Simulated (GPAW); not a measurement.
**NaF (Villiaumite): G0W0 with GPAW, start to end**

Aim: the G0W0 gap of NaF (Villiaumite) on PBE, step by step.

Main program and level: GPAW 26.7.0; PBE and many-body steps on it, plane waves.

The database entry behind the starting cell differs from later determinations by our own check (0.1 to 0.3 % short, probably kX units), so it need not match the best structure at ambient conditions.

### Step 1. Set-up

The structure is cubic, space group Fm-3m (No. 225). Conventional cell: a = 4.620 Å, b = 4.620 Å, c = 4.620 Å, α = 90.00°, β = 90.00°, γ = 90.00°. Nearest to Na lie 6 F at 2.31 Å. Nearest to F lie 6 Na at 2.31 Å. Farther neighbours and most contacts between anions are not listed.

The cell and positions come from the Crystallography Open Database and are kept as given unless a step says otherwise.

### Step 2. Ground state

This step: GPAW 26.7.0; DFT, PBE, plane waves, PAW.

The ground-state density comes first.

run.py

```python
import json
import numpy as np
from gpaw.mpi import world
from ase import Atoms
from gpaw import GPAW, PW, FermiDirac

atoms = Atoms(['Na', 'F'],
    cell=[[0.0000000000, 2.3100000000, 2.3100000000],
      [2.3100000000, 0.0000000000, 2.3100000000],
      [2.3100000000, 2.3100000000, 0.0000000000]],
    scaled_positions=[[0.0000000000, 0.0000000000, 0.0000000000],
      [0.5000000000, 0.5000000000, 0.5000000000]],
    pbc=(True, True, True))
calc = GPAW(mode=PW(600),
    xc='PBE',
    kpts={'size': (8, 8, 8), 'gamma': True},
    occupations=FermiDirac(0.001),
    nbands=-7,
    convergence={'density': 1e-6, 'bands': -3},
    maxiter=100,
    txt='gs.txt')
atoms.calc = calc
res = {'energy': atoms.get_potential_energy()}
kpts = calc.get_ibz_k_points()
res['kpts'] = kpts
res['eigenvalues'] = [calc.get_eigenvalues(kpt=k) for k in range(len(kpts))]
res['n_electrons'] = calc.get_number_of_electrons()
calc.write('gs.gpw')

if world.rank == 0:
    with open('result.json', 'w') as f:
        json.dump(res, f, default=lambda x: x.tolist())
```

The run is started by

```console
$ mpirun -n 4 gpaw python run.py
```

The program printed:

```text
__  _  _
 | _ |_)|_||  |
 |__||  | ||/\| - 26.7.0

Input parameters:
  mode=PW(ecut=600.0),
  convergence={'density': 1e-06, 'bands': -3},
  kpts=MonkhorstPack(size=(8, 8, 8), gamma=True),
  maxiter=100,
  nbands=-7,
  occupations=Occupations(name='fermi-dirac', width=0.001, fixmagmom=False),
  xc=XC(name='PBE')
  [... matrices ...]
Diagonalizing LCAO Hamiltonian
Converting LCAO to pw mode

               F

       Na

Atoms  # Å, Bohr magnetons
|   | symbol |        x |        y |        z |    initial magnetic moments |
| 0 |     Na | 0.000000 | 0.000000 | 0.000000 | ( 0.0000,  0.0000,  0.0000) |
| 1 |      F | 2.310000 | 2.310000 | 2.310000 | ( 0.0000,  0.0000,  0.0000) |

Unit cell  # Å
| periodic |        x |        y |        z |  lengths |    angles |
|      yes | 0.000000 | 2.310000 | 2.310000 | 3.266833 | 60.000000 |
|      yes | 2.310000 | 0.000000 | 2.310000 | 3.266833 | 60.000000 |
|      yes | 2.310000 | 2.310000 | 0.000000 | 3.266833 | 60.000000 |

Number of symmetries: 48
Symmetry operations  # r_c * U_cc + t_c -> r_c
|    | kind |            matrix            |
|  0 |  σ   |  1, 0, 0,  1, 0,-1,  1,-1, 0 |
|  1 |  C2  |  1, 0, 0,  1,-1, 0,  1, 0,-1 |
|  2 |  E   |  1, 0, 0,  0, 1, 0,  0, 0, 1 |
|  3 |  σ   |  1, 0, 0,  0, 0, 1,  0, 1, 0 |
|  4 |  C4  |  1, 0,-1,  1, 0, 0,  1,-1, 0 |
|  5 |  S6  |  1, 0,-1,  1,-1, 0,  1, 0, 0 |
|  6 |  σ   |  1, 0,-1,  0, 1,-1,  0, 0,-1 |
|  7 |  C3  |  1, 0,-1,  0, 0,-1,  0, 1,-1 |
|  8 |  S6  |  1,-1, 0,  1, 0, 0,  1, 0,-1 |
|  9 |  C4  |  1,-1, 0,  1, 0,-1,  1, 0, 0 |
| 10 |  C3  |  1,-1, 0,  0,-1, 1,  0,-1, 0 |
| 11 |  σ   |  1,-1, 0,  0,-1, 0,  0,-1, 1 |
| 12 |  σ   |  0, 1, 0,  1, 0, 0,  0, 0, 1 |
| 13 |  C4  |  0, 1, 0,  0, 1,-1, -1, 1, 0 |
| 14 |  C3  |  0, 1, 0,  0, 0, 1,  1, 0, 0 |
| 15 |  S6  |  0, 1, 0, -1, 1, 0,  0, 1,-1 |
| 16 |  C2  |  0, 1,-1,  1, 0,-1,  0, 0,-1 |
| 17 |  σ   |  0, 1,-1,  0, 1, 0, -1, 1, 0 |
| 18 |  S4  |  0, 1,-1,  0, 0,-1,  1, 0,-1 |
| 19 |  C4  |  0, 1,-1, -1, 1, 0,  0, 1, 0 |
| 20 |  C3  |  0, 0, 1,  1, 0, 0,  0, 1, 0 |
| 21 |  σ   |  0, 0, 1,  0, 1, 0,  1, 0, 0 |
| 22 |  S6  |  0, 0, 1,  0,-1, 1, -1, 0, 1 |
| 23 |  C4  |  0, 0, 1, -1, 0, 1,  0,-1, 1 |
| 24 |  S4  |  0, 0,-1,  1, 0,-1,  0, 1,-1 |
| 25 |  C3  |  0, 0,-1,  0, 1,-1,  1, 0,-1 |
| 26 |  C2  |  0, 0,-1,  0,-1, 0, -1, 0, 0 |
| 27 |  S6  |  0, 0,-1, -1, 0, 0,  0,-1, 0 |
| 28 |  S4  |  0,-1, 1,  1,-1, 0,  0,-1, 0 |
| 29 |  C4  |  0,-1, 1,  0, 0, 1, -1, 0, 1 |
| 30 |  C2  |  0,-1, 1,  0,-1, 0,  1,-1, 0 |
| 31 |  σ   |  0,-1, 1, -1, 0, 1,  0, 0, 1 |
| 32 |  C3  |  0,-1, 0,  1,-1, 0,  0,-1, 1 |
| 33 |  S6  |  0,-1, 0,  0, 0,-1, -1, 0, 0 |
| 34 |  S4  |  0,-1, 0,  0,-1, 1,  1,-1, 0 |
| 35 |  C2  |  0,-1, 0, -1, 0, 0,  0, 0,-1 |
| 36 |  C2  | -1, 1, 0,  0, 1, 0,  0, 1,-1 |
| 37 |  S6  | -1, 1, 0,  0, 1,-1,  0, 1, 0 |
| 38 |  S4  | -1, 1, 0, -1, 0, 1, -1, 0, 0 |
| 39 |  C3  | -1, 1, 0, -1, 0, 0, -1, 0, 1 |
| 40 |  S6  | -1, 0, 1,  0, 0, 1,  0,-1, 1 |
| 41 |  C2  | -1, 0, 1,  0,-1, 1,  0, 0, 1 |
| 42 |  C3  | -1, 0, 1, -1, 1, 0, -1, 0, 0 |
| 43 |  S4  | -1, 0, 1, -1, 0, 0, -1, 1, 0 |
| 44 |  C2  | -1, 0, 0,  0, 0,-1,  0,-1, 0 |
| 45 |  i   | -1, 0, 0,  0,-1, 0,  0, 0,-1 |
| 46 |  σ   | -1, 0, 0, -1, 1, 0, -1, 0, 1 |
| 47 |  C2  | -1, 0, 0, -1, 0, 1, -1, 1, 0 |

BZ-sampling:
  Number of BZ points: 512
  Number of IBZ points: 29

  Monkhorst-Pack size: [8, 8, 8]
  Monkhorst-Pack shift: [0.0625, 0.0625, 0.0625]

K-points  # in reciprocal-cell coordinates
|     |                                coordinates |     weight |
|   0 | (  0.00000000,   0.00000000,   0.00000000) | 0.00195312 |
|   1 | (  0.12500000,   0.12500000,   0.00000000) | 0.01171875 |
|   2 | (  0.12500000,   0.12500000,   0.12500000) | 0.01562500 |
|   3 | (  0.25000000,   0.12500000,   0.12500000) | 0.02343750 |
|   4 | (  0.25000000,   0.25000000,   0.00000000) | 0.01171875 |
|   5 | (  0.25000000,   0.25000000,   0.12500000) | 0.04687500 |
|   6 | (  0.25000000,   0.25000000,   0.25000000) | 0.01562500 |
|   7 | (  0.37500000,   0.25000000,  -0.37500000) | 0.04687500 |
|   8 | (  0.37500000,   0.25000000,   0.12500000) | 0.04687500 |
|   9 | (  0.37500000,   0.25000000,   0.25000000) | 0.04687500 |
| ... |                                            |            |
|  28 | (  0.50000000,   0.50000000,   0.50000000) | 0.00781250 |

Plane wave coefficients: 869
Cutoff: 600.0 eV

Spin-components: 1 (collinear spins)
Bands:           14
Projectors:      10
Spin-degeneracy: 2
Datatype:        complex128

  Storage: CPU
  Wave functions: 5_645_024 bytes (1_411_256 per core)
  Projectors: 8_467_536 bytes (2_116_884 per core)
  [... matrices ...]
Parallelization:
  kpt:    4
  domain: 1
  band:   1

Density:
  Valence electrons: 14.0
  Components: 1
  Grid points: [20 20 20]
  Charge: 0.0  # |e|

Potential:
  Grid points: [20 20 20]

species:
  Na:
    name:    Sodium
    Z:       11.0
    valence: 7
    core:    4
    charge:  0.0  # [|e|]
    compensation charges:
      type: gauss
      rc: 0.37  # [Å]
      lmax: 2
    cutoffs:
      filter: 2.17  # [Å]
      core: 2.59  # [Å]
    projectors
    | kind |    occ | energy [eV] | rcut [Å] |
    |   3s |  1.000 |      -2.744 |    1.201 |
    |   2p |  6.000 |     -28.672 |    1.217 |
    |   3p |  0.000 |      -0.743 |    1.217 |
    |    s |        |      24.468 |    1.201 |
    |    d |        |       0.000 |    1.238 |

    Using partial waves for Na as LCAO basis

  F:
    name:    Fluorine
    Z:       9.0
    valence: 7
    core:    2
    charge:  0.0  # [|e|]
    compensation charges:
      type: gauss
      rc: 0.20  # [Å]
      lmax: 2
    cutoffs:
      filter: 1.14  # [Å]
      core: 0.74  # [Å]
    projectors
    | kind |    occ | energy [eV] | rcut [Å] |
    |   2s |  2.000 |     -29.898 |    0.635 |
    |   2p |  5.000 |     -11.110 |    0.635 |
    |    s |        |      -2.687 |    0.635 |
    |    p |        |      16.102 |    0.635 |
    |    d |        |       0.000 |    0.635 |

    Using partial waves for F as LCAO basis

Reference energy: -7132.691283  # eV

eigensolver:
  PPCG
  Converge bands: -3
  niter=2

density mixing:
  MSR1-Mixer
  Pratt-step length: 0.05
  Maximum mixing coefficient: 0.75
  Old densities: 10
  SVD Regularization: 0.005
  Good broyden scale: 1.0
  Trust region scale: 1.0
  Backstep threshold: 4.0
  History deletion threshold: 6.0
  Fourier metric: weight=20.0, sigma=0.015

occupation numbers:
  Fermi-Dirac:
    width: 0.0010  # eV

poisson solver:
  ecut: 4800.0  # eV

xc functional:
  name: PBE with 2 nearest neighbor stencil

Initialization done in: 1.016 s

convergence criteria:
- Maximum integral of absolute [dens]ity change: 1e-06 electrons / valence electron
- Maximum [total energy] change in last 3 cyles: 0.0005 eV / valence electron
- Maximum integral of absolute [eigenst]ate change: 4e-08 eV^2 / valence electron
maximum number of iterations: 100

SCF iterations
|iter     |     time |      energy | eigst |  dens |
|iter:   1|  |   -8.930711 | +2.01 |       |
|iter:   2|  |   -8.809559 | +0.10 | -1.17 |
|iter:   3|  |   -8.478538 | -0.95 | -1.21 |
|iter:   4|  |   -8.484272 | -3.17 | -1.61 |
|iter:   5|  |   -8.489804 | -3.02 | -1.89 |
|iter:   6|  |   -8.489897c| -4.92 | -2.94 |
|iter:   7|  |   -8.489934c| -5.33 | -3.30 |
|iter:   8|  |   -8.489935c| -6.92 | -4.21 |
|iter:   9|  |   -8.489935c| -8.16c| -4.99 |
|iter:  10|  |   -8.489935c| -8.56c| -5.45 |
|iter:  11|  |   -8.489935c| -9.90c| -6.80c|

Converged in 11 steps
SCF loop duration: 1.536 s (0.140 s/step)
Energy contributions relative to reference atoms: (reference = -7132.691283)
  [... matrices ...]
Energy contributions:
  Kinetic:          12.978191
  Coulomb:         -12.140281
  Zero:              0.176702
  External:          0.000000
  Xc:               -9.504547
  Entropy:          -0.000000
  Spinorbit:         0.000000
  ----------------------------
  Free energy:      -8.489935
  Extrapolated:     -8.489935

dipole moment: (-4.298762, -4.298762, -4.298762)  # |e|*Ang

Fermi level: 0.245
Eigenvalues  # (at kpt = [0.000, 0.000, 0.000])
| band index |      eig [eV] | occ [0-2] |
|          0 |       -20.897 |     2.000 |
|          1 |       -20.568 |     2.000 |
|          2 |       -20.568 |     2.000 |
|          3 |       -20.568 |     2.000 |
|          4 |        -1.694 |     2.000 |
|          5 |        -1.693 |     2.000 |
|          6 |        -1.693 |     2.000 |
|          7 |         4.685 |     0.000 |
|          8 |        17.389 |     0.000 |
|          9 |        17.389 |     0.000 |
|         10 |        17.389 |     0.000 |
|         11 |        20.271 |     0.000 |
|         12 |        22.467 |     0.000 |
|         13 |        22.467 |     0.000 |

Gap: 6.378 eV
Transition (v -> c):
  (s=0, k=0, n=6, [0.00, 0.00, 0.00]) -> (s=0, k=0, n=7, [0.00, 0.00, 0.00])
No difference between direct/indirect transitions
# Writing to gs.gpw (mode='')
  [... matrices ...]
```

Run time: 4.1 s. Hardware: 4 MPI ranks of Arm Neoverse V2, shared host; peak memory 0.6 GiB.

This step gave:

```
total energy               : -8.490 eV
gap                        : 6.378 eV
k of the valence top       : 0, 0, 0
k of the conduction bottom : 0, 0, 0
least direct gap           : 6.378 eV
```

The gap is direct, at Γ.

### Step 3. Bands along the symmetry lines

Levels along a band path, at the cheap level, show where the edges lie and whether the meshes to come will hold them.

run.py

```python
import json
import numpy as np
from gpaw.mpi import world
from gpaw import GPAW

path = [[0.000000, 0.000000, 0.000000],
    [0.062500, 0.000000, 0.062500],
    [0.125000, 0.000000, 0.125000],
    [0.187500, 0.000000, 0.187500],
    [0.250000, 0.000000, 0.250000],
    [0.312500, 0.000000, 0.312500],
    [0.375000, 0.000000, 0.375000],
    [0.437500, 0.000000, 0.437500],
    [0.500000, 0.000000, 0.500000],
    [0.515625, 0.031250, 0.515625],
    [0.531250, 0.062500, 0.531250],
    [0.546875, 0.093750, 0.546875],
    [0.562500, 0.125000, 0.562500],
    [0.578125, 0.156250, 0.578125],
    [0.593750, 0.187500, 0.593750],
    [0.609375, 0.218750, 0.609375],
    [0.625000, 0.250000, 0.625000],
    [0.375000, 0.375000, 0.750000],
    [0.328125, 0.328125, 0.656250],
    [0.281250, 0.281250, 0.562500],
    [0.234375, 0.234375, 0.468750],
    [0.187500, 0.187500, 0.375000],
    [0.140625, 0.140625, 0.281250],
    [0.093750, 0.093750, 0.187500],
    [0.046875, 0.046875, 0.093750],
    [0.000000, 0.000000, 0.000000],
    [0.062500, 0.062500, 0.062500],
    [0.125000, 0.125000, 0.125000],
    [0.187500, 0.187500, 0.187500],
    [0.250000, 0.250000, 0.250000],
    [0.312500, 0.312500, 0.312500],
    [0.375000, 0.375000, 0.375000],
    [0.437500, 0.437500, 0.437500],
    [0.500000, 0.500000, 0.500000],
    [0.500000, 0.468750, 0.531250],
    [0.500000, 0.437500, 0.562500],
    [0.500000, 0.406250, 0.593750],
    [0.500000, 0.375000, 0.625000],
    [0.500000, 0.343750, 0.656250],
    [0.500000, 0.312500, 0.687500],
    [0.500000, 0.281250, 0.718750],
    [0.500000, 0.250000, 0.750000],
    [0.500000, 0.218750, 0.718750],
    [0.500000, 0.187500, 0.687500],
    [0.500000, 0.156250, 0.656250],
    [0.500000, 0.125000, 0.625000],
    [0.500000, 0.093750, 0.593750],
    [0.500000, 0.062500, 0.562500],
    [0.500000, 0.031250, 0.531250],
    [0.500000, 0.000000, 0.500000]]
calc = GPAW('gs.gpw').fixed_density(kpts=path,
    symmetry='off',
    nbands=17,
    convergence={'bands': 13},
    txt='bands.txt')
res = {}
kpts = calc.get_ibz_k_points()
res['kpts'] = kpts
res['eigenvalues'] = [calc.get_eigenvalues(kpt=k) for k in range(len(kpts))]
res['n_electrons'] = calc.get_number_of_electrons()

if world.rank == 0:
    with open('result.json', 'w') as f:
        json.dump(res, f, default=lambda x: x.tolist())
```

The run is started by

```console
$ mpirun -n 4 gpaw python run.py
```

The program printed:

```text
Diagonalizing LCAO Hamiltonian
Converting LCAO to pw mode
convergence criteria:
- Maximum integral of absolute [eigenst]ate change: 4e-08 eV^2 / valence electron
maximum number of iterations: 100

SCF iterations
|iter     |     time |      energy | eigst |  dens |
|iter:   1|  |             | +2.37 |       |
|iter:   2|  |             | +0.86 |       |
|iter:   3|  |             | -1.03 |       |
|iter:   4|  |             | -3.02 |       |
|iter:   5|  |             | -5.05 |       |
|iter:   6|  |             | -6.66 |       |
|iter:   7|  |             | -8.05c|       |
SCF steps: 7
  __  _  _
 | _ |_)|_||  |
 |__||  | ||/\| - 26.7.0

Input parameters:
  mode=PW(ecut=600.0),
  convergence={'bands': 13},
  gpts=array([20, 20, 20]),
  kpts=KPoints(kpts=array([[0.      , 0.      , 0.      ],
         [0.0625  , 0.      , 0.0625  ],
         [0.125   , 0.      , 0.125   ],
         [0.1875  , 0.      , 0.1875  ],
[...]
[0.515625, 0.03125 , 0.515625],
[...]
[0.546875, 0.09375 , 0.546875],
[...]
[0.578125, 0.15625 , 0.578125],
[...]
[0.609375, 0.21875 , 0.609375],
[...]
[0.328125, 0.328125, 0.65625 ],
[...]
[0.234375, 0.234375, 0.46875 ],
[...]
[0.140625, 0.140625, 0.28125 ],
[...]
[0.046875, 0.046875, 0.09375 ],
[...]
[0.5     , 0.0625  , 0.5625  ],
         [0.5     , 0.03125 , 0.53125 ],
         [0.5     , 0.      , 0.5     ]])),
  maxiter=100,
  nbands=17,
  occupations=Occupations(name='fermi-dirac', width=0.001, fixmagmom=False),
  parallel={},
  symmetry=Symmetry(point_group=False, time_reversal=False),
  xc=XC(name='PBE')
```

Elapsed: 3.9 s, on 4 MPI ranks; peak memory 0.53 GiB; 15 s of CPU time.

This step gave:

```yaml
gap: 6.378 eV
k_of_the_valence_top: 0, 0, 0
k_of_the_conduction_bottom: 0, 0, 0
least_direct_gap: 6.378 eV
```

The gap is 6.378 eV, as in the run before at this level.

The electronic bands at the labelled points (eV, zero at the top of the highest filled band; v1 is the highest filled band, c1 the lowest empty one):

| point | v4 | v3 | v2 | v1 | c1 | c2 | c3 | c4 |
| --- | --- | --- | --- | --- | --- | --- | --- | --- |
| Γ | -18.87 | 0.00 | 0.00 | 0.00 | 6.38 | 19.08 | 19.08 | 19.08 |
| halfway | -18.50 | -0.91 | -0.21 | -0.21 | 8.82 | 15.08 | 19.31 | 19.59 |
| X | -18.93 | -1.28 | -0.41 | -0.41 | 13.28 | 13.37 | 13.73 | 20.02 |
| halfway | -18.68 | -1.22 | -0.54 | -0.40 | 13.29 | 13.33 | 14.03 | 19.63 |
| U | -18.46 | -1.06 | -0.84 | -0.37 | 12.93 | 13.35 | 14.85 | 19.53 |
| jump to K | -18.46 | -1.06 | -0.84 | -0.37 | 12.93 | 13.35 | 14.85 | 19.53 |
| halfway | -18.35 | -1.02 | -0.33 | -0.17 | 9.03 | 14.83 | 18.42 | 21.05 |
| Γ | -18.87 | 0.00 | 0.00 | 0.00 | 6.38 | 19.08 | 19.08 | 19.08 |
| halfway | -18.41 | -0.91 | -0.13 | -0.13 | 8.26 | 15.26 | 19.89 | 19.89 |
| L | -18.13 | -1.61 | -0.26 | -0.26 | 10.87 | 12.59 | 20.34 | 20.34 |
| halfway | -18.28 | -1.32 | -0.58 | -0.34 | 11.88 | 12.84 | 17.28 | 19.17 |
| W | -18.44 | -0.88 | -0.88 | -0.58 | 13.33 | 13.33 | 15.35 | 17.04 |
| halfway | -18.59 | -1.17 | -0.55 | -0.49 | 13.29 | 13.36 | 14.32 | 18.59 |
| X | -18.93 | -1.28 | -0.41 | -0.41 | 13.28 | 13.37 | 13.73 | 20.02 |

The electronic bands as a text plot (rows in eV, shown from -8.0 to 12.4 only):

```
   12.0 |          ++      +                          ++
   11.1 |         +         ++                   +++++
   10.3 |       ++            ++                +
    9.4 |                       +            +++
    8.6 |     ++                            +
    7.7 |    +                   ++        +
    6.9 | +++                      +++  +++
    6.0 |+                            ++
    5.2 |
    4.3 |
    3.5 |
    2.6 |
    1.8 |
    0.9 |
    0.1 |**********        ****************************
   -0.8 |    ***** ******************      ****      ************
   -1.6 |         ******                       ********       ***
   -2.5 |
   -3.3 |
   -4.2 |
   -5.0 |
   -5.9 |
   -6.7 |
   -7.6 |
         Γ           X  U|K            Γ         L        W     X
```

### Step 4. Empty states on the mesh, 6×6×6 mesh, 139 bands

The sums over transitions need many empty states on a uniform mesh; this step solves for them.

run.py

```python
import json
import numpy as np
from gpaw.mpi import world
from gpaw import GPAW

calc = GPAW('gs.gpw').fixed_density(kpts={'size': (6, 6, 6), 'gamma': True},
    parallel={'domain': 1, 'band': 1},
    txt='nscf.txt')
calc.diagonalize_full_hamiltonian(nbands=139)
calc.write('full.gpw', mode='all')
res = {}
kpts = calc.get_ibz_k_points()
res['kpts'] = kpts
res['eigenvalues'] = [calc.get_eigenvalues(kpt=k) for k in range(len(kpts))]
res['n_electrons'] = calc.get_number_of_electrons()

if world.rank == 0:
    with open('result.json', 'w') as f:
        json.dump(res, f, default=lambda x: x.tolist())
```

The run is started by

```console
$ mpirun -n 4 gpaw python run.py
```

The program printed:

```text
Diagonalizing LCAO Hamiltonian
Converting LCAO to pw mode
convergence criteria:
- Maximum integral of absolute [eigenst]ate change: 4e-08 eV^2 / valence electron
maximum number of iterations: 100

SCF iterations
|iter     |     time |      energy | eigst |  dens |
|iter:   1|  |             | +1.95 |       |
|iter:   2|  |             | +0.39 |       |
|iter:   3|  |             | -0.96 |       |
|iter:   4|  |             | -3.37 |       |
|iter:   5|  |             | -5.34 |       |
|iter:   6|  |             | -7.04 |       |
|iter:   7|  |             | -8.22c|       |
SCF steps: 7
  __  _  _
 | _ |_)|_||  |
 |__||  | ||/\| - 26.7.0

Input parameters:
  mode=PW(ecut=600.0),
  convergence={'density': 1e-06, 'bands': -3},
  gpts=array([20, 20, 20]),
  kpts=MonkhorstPack(size=(6, 6, 6), gamma=True),
  maxiter=100,
  nbands=14,
  occupations=Occupations(name='fermi-dirac', width=0.001, fixmagmom=False),
  parallel={'domain': 1, 'band': 1},
  xc=XC(name='PBE')
Matrix size: 869x869
# Writing to full.gpw (mode='all')
  [... matrices ...]

timing:  # [seconds]
  Total: 2.586  # ━━━━━━━━━━━━━━━━━━━━━━━━━━━━━━━━━━━━━━━━━━━━━━━━━━━━━━━━━━━
```

Elapsed: 5.6 s, on 4 MPI ranks; peak memory 0.87 GiB.

Numbers from this step:

```
gap                                                           : 6.378 eV
k of the valence top                                          : 0, 0, 0
k of the conduction bottom                                    : 0, 0, 0
least direct gap                                              : 6.378 eV
k points computed                                             : 16
lowest point of the top converged band, above the valence top : 166.4489 eV
```

On this mesh the gap is 6.378 eV.

(Continued in part 2 of 2.)

[Paths, hosts, dates, memory and timing lines, banners, echoed tables and standing remarks are left out of the program output.]

[Logs are printed without paths, hosts, clocks, repeated set-up lines and the standing remarks that a program may print on its own settings, such as how far it seeks lower states.]

[Runs of the session that timed out or met a known fault of the program may be left out.]

[Hosts, paths, dates, database ids (printed as entryN), source tags and the programs' standing remarks are cut or masked in the printed files.]
